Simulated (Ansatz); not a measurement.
Crystal: Zn.

```xyz
1
Lattice="0.0000 1.9648 1.9648 1.9648 0.0000 1.9648 1.9648 1.9648 0.0000" Properties=species:S:1:pos:R:3 pbc="T T T"
Zn    0.0000    0.0000    0.0000
```

This isn't the form of Zn at room conditions, which is hcp.

Base run:

* Program: Ansatz 0.2.0
* Functional: revPBE
* Potentials or basis: Ansatz PAW
* Cutoff: 420 eV (not typed: the program's choice for these potentials)
* k mesh: 12 × 12 × 12
* Occupations: fermi-dirac, width 0.05 eV
* Spin: no spin polarisation

Its results: band gap on the k mesh none (metal or under the smearing width); pressure 2.0 GPa.

After a change of settings the same cell gave: band gap on the k mesh none (metal or under the smearing width); pressure -5.2 GPa. Which change was it?
A. functional from revPBE to PBEsol
B. functional from revPBE to LDA
C. functional from revPBE to RPBE

A.

PBEsol binds more tightly than revPBE, so the same cell stands under less pressure.

Caveats: the PAW data sets come from PBE, with cores solved anew for the run's functional, which leaves a small shift of forces and pressure.

Runs at the PBE level aren't shown here.
